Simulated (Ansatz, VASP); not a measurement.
**One calculation of CaO, two programs**

INCAR

```
PREC     = Accurate       # precision mode
ENCUT    = 600            # plane-wave cutoff, eV
EDIFF    = 1E-6           # SCF threshold, eV
ISMEAR   = 0              # smearing method
SIGMA    = 0.02           # smearing width, eV
LREAL    = False          # projectors in reciprocal space
LASPH    = True           # aspherical terms in the spheres
NELM     = 80             # most SCF steps
ALGO     = Normal         # electronic algorithm
ISIF     = 3              # what is computed and relaxed
LWAVE    = False          # write WAVECAR
LCHARG   = False          # write CHGCAR
GGA      = PE             # functional
IBRION   = 2              # ionic algorithm
NSW      = 100            # ionic steps
EDIFFG   = -0.01          # ionic threshold
```

File KPOINTS:

```
regular mesh
0
Gamma
  8 8 8
```

Contents of POSCAR:

```
CaO
1.0
    2.9342317802      0.0000000000      0.0000000000
    0.0000000000      2.9342317802      0.0000000000
    0.0000000000      0.0000000000      2.9342317802
Ca O
1 1
Direct
    0.0000000000      0.0000000000      0.0000000000
    0.5000000000      0.5000000000      0.5000000000
```

Input for Ansatz:

```yaml
crystal:
  lattice:
    - [2.9342317802, 0.0, 0.0]
    - [0.0, 2.9342317802, 0.0]
    - [0.0, 0.0, 2.9342317802]
  atoms:
    - { symbol: Ca, position: [0.0, 0.0, 0.0] }
    - { symbol: O, position: [0.5, 0.5, 0.5] }
basis:
  ecutwfc: 420
kpoints:
  mp_grid: { grid: [8, 8, 8] }
hamiltonian:
  xc: pbe
scf:
  occupations: { method: gaussian, width: 0.02 }
output:
  forces: true
  stress: true
  eigenvalues: true
relax:
  adjacent_minimum: "off"
  f_tol: 0.01
  max_steps: 80
  cell: { stress_tol: 0.05 }
```

Change from the starting cell: species swapped into the HoIn type (Pm-3m, No. 221).

Alike in both runs: task relaxation of cell and atoms; functional PBE; k mesh 8 × 8 × 8; occupations gaussian, width 0.02 eV; no spin polarisation.

```csv
,VASP,Ansatz
version,VASP 6.6.1,Ansatz 0.2.0
potentials or method,"VASP PAW PBE potentials, release 64 (Ca_sv, O)","scalar-relativistic, plane waves, PAW"
plane-wave cutoff (eV),600,420
valence electrons in the cell,16,16
```

|  | VASP | Ansatz | Ansatz less VASP |
| --- | --- | --- | --- |
| gap on the k mesh at the Fermi level, each at its own relaxed structure (eV) | 2.77 | 2.78 | +0.011 |
| relaxed volume (Å³/atom) | 12.70 | 12.63 | -0.067 |
| relaxed cell length with the largest relative difference (Å) | 2.939 | 2.934 | -0.0052 |

A k mesh can miss the band edges.
